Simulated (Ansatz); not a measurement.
Ga, one cell by several methods

```yaml
crystal:
  lattice:
    - [1.40935, -4.05050, -0.02615]
    - [1.49065, 4.07950, 0.05515]
    - [0.03170, 0.03170, 3.17000]
  atoms:
    - { symbol: Ga, position: [0.86700, 0.13300, 0.25000] }
    - { symbol: Ga, position: [0.13300, 0.86700, 0.75000] }
```

Atoms are numbered in the order listed.

The geometry is COD entry 9012485, unchecked; take it as a test cell. The listed cell was then made from it by scaling, straining or moving an atom.

Methods: DFT, LDA, PAW with Ansatz's default frozen-core files, scalar-relativistic (Ansatz 0.2.0); DFT, LDA, all-electron LAPW, scalar-relativistic (Ansatz 0.2.0).

For PAW: a Γ-centred 12×12×10 k mesh, Fermi–Dirac smearing of 0.08 eV, cutoff 420 eV, no spin polarisation; the PAW files were made with PBE, and the program remakes their frozen cores for this functional. LAPW targets a basis error of 1 meV/atom. The Ansatz runs share mesh, smearing and spin set-up. Plane-wave (PAW) pressures include the program's estimate of the Pulay term.

Stress and pressure are positive in compression.

The change that made this cell: equal xy, yz and zx engineering shear strains of +2 %.

PAW results:

```csv
quantity,PAW
pressure (GPa),-3.80
stress xx (GPa),-5.84
stress yy (GPa),-3.14
stress zz (GPa),-2.42
stress yz (GPa),-0.56
stress xz (GPa),0.17
"force on Ga1, y (eV/Å)",0.176
```

(1) What does all-electron LAPW give for the same quantities?

Answers

(1) 
```
              quantity   LAPW
        pressure (GPa)  -3.75
       stress xx (GPa)  -5.80
       stress yy (GPa)  -3.09
       stress zz (GPa)  -2.37
       stress yz (GPa)  -0.56
       stress xz (GPa)   0.17
force on Ga1, y (eV/Å)  0.175
```
